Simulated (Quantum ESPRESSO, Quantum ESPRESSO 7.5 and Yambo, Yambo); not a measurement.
**Quasiparticle gap of NaCl (Fm-3m) in Yambo**

How does a plane-wave GW calculation on NaCl (Fm-3m) run from the first input to the gap?

Main program and level: Quantum ESPRESSO 7.5 and Yambo 5.3.0; PBE and many-body steps on it, plane waves.

The database entry behind the starting cell differs from later determinations by our own check (an axis about 0.4 % short against later determinations), so it need not match the best structure at ambient conditions.

**1. Starting point**

It takes space group Fm-3m (No. 225, cubic). The conventional cell has a = 5.620 Å, b = 5.620 Å, c = 5.620 Å, α = 90.00°, β = 90.00°, γ = 90.00°. Nearest to Na lie 6 Cl at 2.81 Å. Nearest to Cl lie 6 Na at 2.81 Å. Farther neighbours and most contacts between anions are not listed.

As a file:

```cif
data_structure
_symmetry_space_group_name_H-M 'P 1'
_symmetry_Int_Tables_number 1
_cell_length_a 3.9739
_cell_length_b 3.9739
_cell_length_c 3.9739
_cell_angle_alpha 60.000
_cell_angle_beta 60.000
_cell_angle_gamma 60.000
_cell_volume 44.38
loop_
_atom_site_label
_atom_site_type_symbol
_atom_site_fract_x
_atom_site_fract_y
_atom_site_fract_z
_atom_site_occupancy
Na1 Na 0.00000 0.00000 0.00000 1
Cl2 Cl 0.50000 0.50000 0.50000 1
```

The cell and positions come from the Crystallography Open Database and are kept as given unless a step says otherwise.

**2. Ground state**

This step: Quantum ESPRESSO 7.5; DFT, PBE, plane waves, norm-conserving pseudopotentials.

The ground-state density comes first.

Contents of pw.in:

```
&control
  calculation = 'scf'
  prefix = 'x'
  outdir = 'o'
  pseudo_dir = 'pseudo'
/
&system
  ibrav = 0
  nat = 2
  ntyp = 2
  ecutwfc = 76.0
  nbnd = 13
  force_symmorphic = .true.
/
&electrons
  conv_thr = 1e-10
  electron_maxstep = 80
  mixing_beta = 0.5
/
ATOMIC_SPECIES
  Na 22.99 Na.upf
  Cl 35.45 Cl.upf
CELL_PARAMETERS angstrom
  0.0000000000 2.8100000000 2.8100000000
  2.8100000000 0.0000000000 2.8100000000
  2.8100000000 2.8100000000 0.0000000000
ATOMIC_POSITIONS crystal
  Na 0.0000000000 0.0000000000 0.0000000000
  Cl 0.5000000000 0.5000000000 0.5000000000
K_POINTS automatic
  6 6 6 0 0 0
```

On the command line:

```console
$ OMP_NUM_THREADS=1 mpirun -n 4 pw.x -nk 4 -in pw.in > pw.out
```

Output:

```text
Program PWSCF v.7.5 starts

     This program is part of the open-source Quantum ESPRESSO suite
     for quantum simulation of materials; please cite
         "P. Giannozzi et al., J. Phys.:Condens. Matter 21 395502 (2009);
         "P. Giannozzi et al., J. Phys.:Condens. Matter 29 465901 (2017);
         "P. Giannozzi et al., J. Chem. Phys. 152 154105 (2020);
     in publications or presentations arising from this work. More details at
     Message from routine setup:
     using ibrav=0 with symmetry is DISCOURAGED, use correct ibrav instead

     G-vector sticks info

     bravais-lattice index     =            0
     lattice parameter (alat)  =       7.5097  a.u.
     unit-cell volume          =     299.4646 (a.u.)^3
     number of atoms/cell      =            2
     number of atomic types    =            2
     number of electrons       =        16.00
     number of Kohn-Sham states=           13
     kinetic-energy cutoff     =      76.0000  Ry
     charge density cutoff     =     304.0000  Ry
     scf convergence threshold =      1.0E-10
     mixing beta               =       0.5000
     number of iterations used =            8  plain     mixing
     Exchange-correlation= PBE
                           (   1   4   3   4   0   0   0)

     celldm(1)=   7.509658  celldm(2)=   0.000000  celldm(3)=   0.000000
     celldm(4)=   0.000000  celldm(5)=   0.000000  celldm(6)=   0.000000

     crystal axes: (cart. coord. in units of alat)
               a(1) = (   0.000000   0.707107   0.707107 )
               a(2) = (   0.707107   0.000000   0.707107 )
               a(3) = (   0.707107   0.707107   0.000000 )

     reciprocal axes: (cart. coord. in units 2 pi/alat)
               b(1) = ( -0.707107  0.707107  0.707107 )
               b(2) = (  0.707107 -0.707107  0.707107 )
               b(3) = (  0.707107  0.707107 -0.707107 )
     Pseudo is Norm-conserving, Zval =  9.0
     Generated using ONCVPSP code by D. R. Hamann
     Using radial grid of 1992 points,  4 beta functions with:
     Pseudo is Norm-conserving + core correction, Zval =  7.0
     Generated using ONCVPSP code by D. R. Hamann
     Using radial grid of 1028 points,  6 beta functions with:
     Na                9.00    22.99000     Na( 1.00)
     Cl                7.00    35.45000     Cl( 1.00)

     48 Sym. Ops., with inversion, found

   Cartesian axes

     site n.     atom                  positions (alat units)
         1        Na     tau(   1) = (   0.0000000   0.0000000   0.0000000  )
         2        Cl     tau(   2) = (   0.7071068   0.7071068   0.7071068  )

     number of k points=    16
                       cart. coord. in units 2pi/alat
        k(    1) = (   0.0000000   0.0000000   0.0000000), wk =   0.0092593
        k(    2) = (   0.1178511   0.1178511  -0.1178511), wk =   0.0740741
        k(    3) = (   0.2357023   0.2357023  -0.2357023), wk =   0.0740741
        k(    4) = (  -0.3535534  -0.3535534   0.3535534), wk =   0.0370370
        k(    5) = (   0.2357023   0.0000000  -0.0000000), wk =   0.0555556
        k(    6) = (   0.3535534   0.1178511  -0.1178511), wk =   0.2222222
        k(    7) = (  -0.2357023  -0.4714045   0.4714045), wk =   0.2222222
        k(    8) = (  -0.1178511  -0.3535534   0.3535534), wk =   0.2222222
        k(    9) = (   0.0000000  -0.2357023   0.2357023), wk =   0.1111111
        k(   10) = (   0.4714045   0.0000000  -0.0000000), wk =   0.0555556
     [... 4 further rows ...]
        k(   15) = (  -0.1178511  -0.3535534   0.5892557), wk =   0.2222222
        k(   16) = (  -0.7071068   0.2357023   0.0000000), wk =   0.1111111

     Dense  grid:    26813 G-vectors     FFT dimensions: (  45,  45,  45)

     Initial potential from superposition of free atoms

     starting charge      15.9937, renormalised to      16.0000
     Starting wfcs are    9 randomized atomic wfcs +    4 random wfcs

     per-process dynamical memory:    23.4 Mb

     Self-consistent Calculation

     iteration #  1     ecut=    76.00 Ry     beta= 0.50

     Threshold (ethr) on eigenvalues was too large:
     Diagonalizing with lowered threshold

     total energy              =    -124.48249237 Ry
     estimated scf accuracy    <       0.04907676 Ry

     iteration #  2     ecut=    76.00 Ry     beta= 0.50

     total energy              =    -124.49193164 Ry
     estimated scf accuracy    <       0.00227950 Ry

     iteration #  3     ecut=    76.00 Ry     beta= 0.50

     total energy              =    -124.49224266 Ry
     estimated scf accuracy    <       0.00055898 Ry

     iteration #  4     ecut=    76.00 Ry     beta= 0.50

     total energy              =    -124.49229384 Ry
     estimated scf accuracy    <       0.00000574 Ry

     iteration #  5     ecut=    76.00 Ry     beta= 0.50

     total energy              =    -124.49229662 Ry
     estimated scf accuracy    <       0.00000061 Ry

     iteration #  6     ecut=    76.00 Ry     beta= 0.50

     total energy              =    -124.49229691 Ry
     estimated scf accuracy    <       0.00000007 Ry

     iteration #  7     ecut=    76.00 Ry     beta= 0.50

     total energy              =    -124.49229693 Ry
     estimated scf accuracy    <          2.1E-09 Ry

     iteration #  8     ecut=    76.00 Ry     beta= 0.50

     End of self-consistent calculation

          k = 0.0000 0.0000 0.0000 (  3383 PWs)   bands (ev):

   -47.7638 -19.6862 -19.6862 -19.6862 -11.5392   1.1413   1.1413   1.1413
     6.2911  12.2033  12.2033  12.2033  14.2947

          k = 0.1179 0.1179-0.1179 (  3353 PWs)   bands (ev):

   -47.7636 -19.6937 -19.6866 -19.6866 -11.4569   0.5325   1.0713   1.0713
     7.1095  11.4436  12.4827  12.4828  14.0004

          k = 0.2357 0.2357-0.2357 (  3356 PWs)   bands (ev):

   -47.7632 -19.7090 -19.6878 -19.6878 -11.2849  -0.4108   0.9377   0.9377
     8.2193  11.2585  12.2909  12.2910  15.0778

          k =-0.3536-0.3536 0.3536 (  3354 PWs)   bands (ev):

     [... further k-points ...]

     highest occupied, lowest unoccupied level (ev):     1.1413    6.2911

!    total energy              =    -124.49229693 Ry
     estimated scf accuracy    <          2.5E-11 Ry

     The total energy is the sum of the following terms:
     one-electron contribution =     -73.86213402 Ry
     hartree contribution      =      41.26218262 Ry
     xc contribution           =     -22.84146010 Ry
     ewald contribution        =     -69.05088543 Ry

     convergence has been achieved in   8 iterations

     XML data file, charge density, pseudopotentials, collected wavefunctions

=------------------------------------------------------------------------------=
   JOB DONE.
=------------------------------------------------------------------------------=
```

Run time: 4.3 s. Hardware: 4 MPI ranks of Arm Neoverse V1, shared host; peak memory 0.24 GiB.

This step gave:

```
total energy               : -1693.8040 eV
gap                        : 5.150 eV
k of the valence top       : 0, 0, 0
k of the conduction bottom : 0, 0, 0
least direct gap           : 5.150 eV
```

The gap is direct, at Γ.

**3. Bands along the symmetry lines**

Levels along a band path, at the cheap level, show where the edges lie and whether the meshes to come will hold them.

Contents of pw.in:

```
&control
  calculation = 'bands'
  prefix = 'x'
  outdir = 'o'
  pseudo_dir = 'pseudo'
/
&system
  ibrav = 0
  nat = 2
  ntyp = 2
  ecutwfc = 76.0
  nbnd = 14
  force_symmorphic = .true.
/
&electrons
  conv_thr = 1e-9
  electron_maxstep = 80
  diago_full_acc = .true.
  diago_thr_init = 5e-6
/
ATOMIC_SPECIES
  Na 22.99 Na.upf
  Cl 35.45 Cl.upf
CELL_PARAMETERS angstrom
  0.0000000000 2.8100000000 2.8100000000
  2.8100000000 0.0000000000 2.8100000000
  2.8100000000 2.8100000000 0.0000000000
ATOMIC_POSITIONS crystal
  Na 0.0000000000 0.0000000000 0.0000000000
  Cl 0.5000000000 0.5000000000 0.5000000000
K_POINTS crystal
  50
  0.00000000 0.00000000 0.00000000 1
  0.06250000 0.00000000 0.06250000 1
  0.12500000 0.00000000 0.12500000 1
  0.18750000 0.00000000 0.18750000 1
  0.25000000 0.00000000 0.25000000 1
  0.31250000 0.00000000 0.31250000 1
  0.37500000 0.00000000 0.37500000 1
  0.43750000 0.00000000 0.43750000 1
  0.50000000 0.00000000 0.50000000 1
  0.51562500 0.03125000 0.51562500 1
  0.53125000 0.06250000 0.53125000 1
  0.54687500 0.09375000 0.54687500 1
  0.56250000 0.12500000 0.56250000 1
  0.57812500 0.15625000 0.57812500 1
  0.59375000 0.18750000 0.59375000 1
  0.60937500 0.21875000 0.60937500 1
  0.62500000 0.25000000 0.62500000 1
  0.37500000 0.37500000 0.75000000 1
  0.32812500 0.32812500 0.65625000 1
  0.28125000 0.28125000 0.56250000 1
  0.23437500 0.23437500 0.46875000 1
  0.18750000 0.18750000 0.37500000 1
  0.14062500 0.14062500 0.28125000 1
  0.09375000 0.09375000 0.18750000 1
  0.04687500 0.04687500 0.09375000 1
  0.00000000 0.00000000 0.00000000 1
  0.06250000 0.06250000 0.06250000 1
  0.12500000 0.12500000 0.12500000 1
  0.18750000 0.18750000 0.18750000 1
  0.25000000 0.25000000 0.25000000 1
  0.31250000 0.31250000 0.31250000 1
  0.37500000 0.37500000 0.37500000 1
  0.43750000 0.43750000 0.43750000 1
  0.50000000 0.50000000 0.50000000 1
  0.50000000 0.46875000 0.53125000 1
  0.50000000 0.43750000 0.56250000 1
  0.50000000 0.40625000 0.59375000 1
  0.50000000 0.37500000 0.62500000 1
  0.50000000 0.34375000 0.65625000 1
  0.50000000 0.31250000 0.68750000 1
  0.50000000 0.28125000 0.71875000 1
  0.50000000 0.25000000 0.75000000 1
  0.50000000 0.21875000 0.71875000 1
  0.50000000 0.18750000 0.68750000 1
  0.50000000 0.15625000 0.65625000 1
  0.50000000 0.12500000 0.62500000 1
  0.50000000 0.09375000 0.59375000 1
  0.50000000 0.06250000 0.56250000 1
  0.50000000 0.03125000 0.53125000 1
  0.50000000 0.00000000 0.50000000 1
```

Output:

```text
[banner, memory and clock lines left out]
Program PWSCF v.7.5 starts

     Atomic positions and unit cell read from directory:
     o/x.save/

     Message from routine setup:
     using ibrav=0 with symmetry is DISCOURAGED, use correct ibrav instead

     G-vector sticks info

     bravais-lattice index     =            0
     lattice parameter (alat)  =       7.5097  a.u.
     unit-cell volume          =     299.4646 (a.u.)^3
     number of atoms/cell      =            2
     number of atomic types    =            2
     number of electrons       =        16.00
     number of Kohn-Sham states=           14
     kinetic-energy cutoff     =      76.0000  Ry
     charge density cutoff     =     304.0000  Ry
     Exchange-correlation= PBE
                           (   1   4   3   4   0   0   0)

     celldm(1)=   7.509658  celldm(2)=   0.000000  celldm(3)=   0.000000
     celldm(4)=   0.000000  celldm(5)=   0.000000  celldm(6)=   0.000000

     crystal axes: (cart. coord. in units of alat)
               a(1) = (   0.000000   0.707107   0.707107 )
               a(2) = (   0.707107   0.000000   0.707107 )
               a(3) = (   0.707107   0.707107   0.000000 )

     reciprocal axes: (cart. coord. in units 2 pi/alat)
               b(1) = ( -0.707107  0.707107  0.707107 )
               b(2) = (  0.707107 -0.707107  0.707107 )
               b(3) = (  0.707107  0.707107 -0.707107 )
     Pseudo is Norm-conserving, Zval =  9.0
     Generated using ONCVPSP code by D. R. Hamann
     Using radial grid of 1992 points,  4 beta functions with:
     Pseudo is Norm-conserving + core correction, Zval =  7.0
     Generated using ONCVPSP code by D. R. Hamann
     Using radial grid of 1028 points,  6 beta functions with:
     Na                9.00    22.99000     Na( 1.00)
     Cl                7.00    35.45000     Cl( 1.00)

     48 Sym. Ops., with inversion, found

   Cartesian axes

     site n.     atom                  positions (alat units)
         1        Na     tau(   1) = (   0.0000000   0.0000000   0.0000000  )
         2        Cl     tau(   2) = (   0.7071068   0.7071068   0.7071068  )

     number of k points=    50
                       cart. coord. in units 2pi/alat
        k(    1) = (   0.0000000   0.0000000   0.0000000), wk =   0.0400000
        k(    2) = (   0.0000000   0.0883883   0.0000000), wk =   0.0400000
        k(    3) = (   0.0000000   0.1767767   0.0000000), wk =   0.0400000
[...]
[... 38 further rows ...]
        k(   49) = (   0.0441942   0.7071068   0.0000000), wk =   0.0400000
        k(   50) = (   0.0000000   0.7071068   0.0000000), wk =   0.0400000

     Dense  grid:    26813 G-vectors     FFT dimensions: (  45,  45,  45)

     The potential is recalculated from file :
     o/x.save/charge-density

     Starting wfcs are    9 randomized atomic wfcs +    5 random wfcs

     Band Structure Calculation

     End of band structure calculation

          k = 0.0000 0.0000 0.0000 (  3383 PWs)   bands (ev):

   -47.7639 -19.6862 -19.6862 -19.6862 -11.5392   1.1413   1.1413   1.1413
     6.2911  12.2033  12.2033  12.2033  14.2948  14.2948

          k = 0.0000 0.0884 0.0000 (  3371 PWs)   bands (ev):

   -47.7638 -19.6873 -19.6865 -19.6865 -11.5227   1.0289   1.1152   1.1152
     6.4721  11.9526  12.2967  12.2967  14.0237  14.3474

          k = 0.0000 0.1768 0.0000 (  3371 PWs)   bands (ev):

   -47.7637 -19.6904 -19.6874 -19.6874 -11.4765   0.7455   1.0424   1.0424
     6.9546  11.3985  12.5685  12.5685  13.3748  14.5025

          k =-0.0000 0.2652 0.0000 (  3339 PWs)   bands (ev):

[...]
k = 0.0000 0.4419-0.0000 (  3355 PWs)   bands (ev):

[...]
k =-0.0000 0.5303 0.0000 (  3370 PWs)   bands (ev):

[...]
k = 0.0000 0.6187-0.0000 (  3334 PWs)   bands (ev):

[...]
k = 0.4640 0.4640-0.0000 (  3344 PWs)   bands (ev):

[...]
k = 0.3315 0.3315-0.0000 (  3360 PWs)   bands (ev):

[...]
k = 0.3094 0.7071-0.0000 (  3348 PWs)   bands (ev):

[...]
k = 0.2210 0.7071-0.0000 (  3344 PWs)   bands (ev):

[...]
k = 0.1768 0.7071-0.0000 (  3350 PWs)   bands (ev):

[...]
k = 0.0442 0.7071 0.0000 (  3338 PWs)   bands (ev):

   -47.7627 -19.7069 -19.6947 -19.6947 -11.1455  -0.5355   0.5229   0.5298
     8.7252   9.2264  12.5041  15.5716  16.0345  16.5503

          k = 0.0000 0.7071 0.0000 (  3338 PWs)   bands (ev):

   -47.7627 -19.7070 -19.6946 -19.6946 -11.1461  -0.5439   0.5360   0.5360
     8.6899   9.1941  12.5380  16.0206  16.0206  16.1877

     XML data file, pseudopotentials, collected wavefunctions
```

It took 4.6 s on 4 MPI ranks; peak memory 0.21 GiB; 18 s of CPU time.

Numbers from this step:

```
gap                        : 5.150 eV
k of the valence top       : 0, 0, 0
k of the conduction bottom : 0, 0, 0
least direct gap           : 5.150 eV
```

The gap is 5.150 eV, as in the run before at this level.

The electronic bands at the labelled points (eV, zero at the top of the highest filled band; v1 is the highest filled band, c1 the lowest empty one):

```tsv
point	v4	v3	v2	v1	c1	c2	c3	c4
Γ	-12.68	0.00	0.00	0.00	5.15	11.06	11.06	11.06
halfway	-12.47	-1.08	-0.32	-0.32	7.13	9.10	10.83	12.41
X	-12.29	-1.69	-0.61	-0.61	7.55	8.05	11.40	14.88
halfway	-12.28	-1.62	-0.77	-0.58	7.79	8.33	11.15	13.72
U	-12.28	-1.43	-1.13	-0.50	8.24	9.04	10.59	12.74
jump to K	-12.28	-1.43	-1.13	-0.50	8.24	9.04	10.59	12.74
halfway	-12.45	-1.24	-0.47	-0.16	7.32	9.68	10.76	11.84
Γ	-12.68	0.00	0.00	0.00	5.15	11.06	11.06	11.06
halfway	-12.51	-1.11	-0.14	-0.14	6.62	10.01	11.34	11.34
L	-12.34	-1.95	-0.27	-0.27	7.28	10.72	10.92	10.92
halfway	-12.30	-1.67	-0.77	-0.42	8.34	9.55	10.28	11.69
W	-12.27	-1.20	-1.20	-0.76	8.85	9.71	9.71	11.37
halfway	-12.28	-1.55	-0.80	-0.69	8.07	8.54	10.89	12.75
X	-12.29	-1.69	-0.61	-0.61	7.55	8.05	11.40	14.88
```

The electronic bands as a text plot (rows in eV, shown from -8.0 to 11.1 only):

```
   10.8 |++   +++++    ++++     +    ++++++    +++++++       ++
   10.0 |  +++             ++++++++++      +++++    +++++++++
    9.2 |     ++         +++                          +++++++
    8.4 |       ++++++++++++++++                      +     +++++
    7.6 |       +++++++++       +              +++++++        +++
    6.8 |    +++                 ++         +++
    6.0 |  ++                      ++    +++
    5.2 |++                          ++++
    4.4 |
    3.6 |
    2.8 |
    2.0 |
    1.2 |
    0.4 |*                           ****
   -0.4 | ****************************  *************************
   -1.2 |     *****     ***********         ***        ********
   -2.0 |          *****                       ********        **
   -2.8 |
   -3.6 |
   -4.4 |
   -5.2 |
   -6.0 |
   -6.8 |
   -7.6 |
         Γ           X  U|K            Γ         L        W     X
```

(Continued in part 2 of 2.)

[Paths, hosts, dates, memory and timing lines, banners, echoed tables and standing remarks are left out of the program output.]

[Logs are printed without paths, hosts, clocks, repeated set-up lines and the standing remarks that a program may print on its own settings, such as how far it seeks lower states.]

[Runs of the session that timed out or met a known fault of the program may be left out.]

[Hosts, paths, dates, database ids (printed as entryN), source tags and the programs' standing remarks are cut or masked in the printed files.]
